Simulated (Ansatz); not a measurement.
The system is ScAl3.

```
Sc Al
1.0
     4.08781    0.00000    0.00000
     0.00000    4.08781    0.00000
     0.00000    0.00000    4.08781
Sc Al
1 3
Direct
  0.00000 0.00000 0.00000
  0.50000 0.50000 0.00000
  0.00000 0.50000 0.50000
  0.50000 0.00000 0.50000
```

The cell is a database's computed one.

```yaml
Program: Ansatz 0.2.0
Task: relaxation of cell and atoms
Functional: PBEsol
Dispersion: D3(BJ)
Potentials_or_basis: Ansatz PAW
Cutoff: "420 eV (not typed: the program's choice for these potentials)"
k_mesh: 7 × 7 × 7
Occupations: fermi-dirac, width 0.05 eV
Spin: no spin polarisation
```

At the start: volume 17.08 Å³/atom.

**Question.** Where does the relaxation end?

**Answer.** It ends after 5 steps and the volume is 16.23 Å³/atom (-4.9 %); space group Pm-3m (No. 221, to 0.05 Å).

Step by step:
| step | energy change (eV) | largest force (eV/Å) | volume (Å³) |
| --- | --- | --- | --- |
| 1 | 0.0000 | 0.0000 | 68.31 |
| 2 | -0.0218 | 0.0000 | 62.46 |
| 3 | -0.0518 | 0.0000 | 65.11 |
| 4 | -0.0521 | 0.0000 | 64.93 |
| 5 | -0.0512 | 0.0000 | 64.93 |

Final structure:
```yaml
crystal:
  lattice:
    - [4.01924, 0.00000, 0.00000]
    - [0.00000, 4.01924, 0.00000]
    - [0.00000, 0.00000, 4.01924]
  atoms:
    - { symbol: Sc, position: [0.00000, 0.00000, 0.00000] }
    - { symbol: Al, position: [0.50000, 0.50000, 0.00000] }
    - { symbol: Al, position: [0.00000, 0.50000, 0.50000] }
    - { symbol: Al, position: [0.50000, 0.00000, 0.50000] }
```

Caveat: the plane-wave basis is chosen anew once the cell has moved, so the energies of steps on either side of that aren't comparable; pairwise dispersion overbinds metals, which lowers pressure and volume; the PAW data sets come from PBE, with cores solved anew for the run's functional, which leaves a small shift of forces and pressure.
